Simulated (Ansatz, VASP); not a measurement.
**Pd in VASP and in Ansatz**

```
CELL_PARAMETERS angstrom
2.78768 0.00000 0.00000
0.00000 3.94238 0.00000
0.00000 0.00000 27.54456
ATOMIC_POSITIONS crystal
Pd 0.50000 0.50000 0.27564
Pd 0.00000 0.00000 0.32154
Pd 0.50000 0.50000 0.37398
Pd 0.00000 0.00000 0.42442
Pd 0.50000 0.50000 0.47455
Pd 0.00000 0.00000 0.52545
Pd 0.50000 0.50000 0.57558
Pd 0.00000 0.00000 0.62602
Pd 0.50000 0.50000 0.67846
Pd 0.00000 0.00000 0.72436
```

Alike in both runs: functional PBE; k mesh 12 × 9 × 1; occupations gaussian, width 0.1 eV; no spin polarisation.

Ansatz relaxed the structure, and its values are those at the end. VASP's run is a single point on that final structure, the one shown.

```csv
,VASP,Ansatz
version,VASP 6.6.1,Ansatz 0.2.0
potentials or method,"VASP PAW PBE potentials, release 64 (Pd)","scalar-relativistic, plane waves, PAW"
plane-wave cutoff (eV),520,420
valence electrons in the cell,100,180
```

```csv
,VASP,Ansatz,Ansatz less VASP
gap on the k mesh at the Fermi level (eV),none,none,-
rms of the force components (eV/Å),0.007,0.007,-0.0003
"work function, face that differs most (eV)",4.77,4.87,+0.103
```

A gap of «none» marks a metal or a gap that the smearing closes. The two sets of potentials don't hold the same shells in valence.
